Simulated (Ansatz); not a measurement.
**Zone-centre modes in AlCo**

Computed with DFT PBEsol, scalar-relativistic, plane waves, PAW in Ansatz 0.2.0. Settings: plane waves to 420 eV, k-mesh 22×16×16 (Γ-centred), Gaussian smearing 0.15 eV. No spin polarisation. A magnetic state may lie lower.

The starting cell (relaxed at this level; it needn't be the usual structure):

```
Al Co
1.0
    -2.82259    0.00000    0.00000
     0.00000    2.82259    2.82259
     0.00000    2.82259   -2.82259
Al Co
2 2
Direct
  0.00000 0.00000 0.00000
  0.00000 0.50000 0.50000
  0.50000 0.50000 0.00000
  0.50000 0.00000 0.50000
```

Harmonic modes by finite displacements of 0.02 Å, without the LO–TO term. The cell doubles the primitive one, so its zone centre also holds the primitive cell's point q = (0, 1/2, 1/2).

(1) At this geometry, is the structure stable against these modes?

(2) List the wavenumbers in cm⁻¹.

Results:

(1) Yes: no mode is imaginary beyond 10 cm⁻¹, and only the three translations lie near zero.

(2) 0, 0, 0, 192, 192, 241, 288, 340, 340, 340, 398, 398.

Cost: 1 run of about 6.7 core-minutes, on Intel Xeon Platinum 8259CL (Skylake/Cascade Lake) (shared hosts).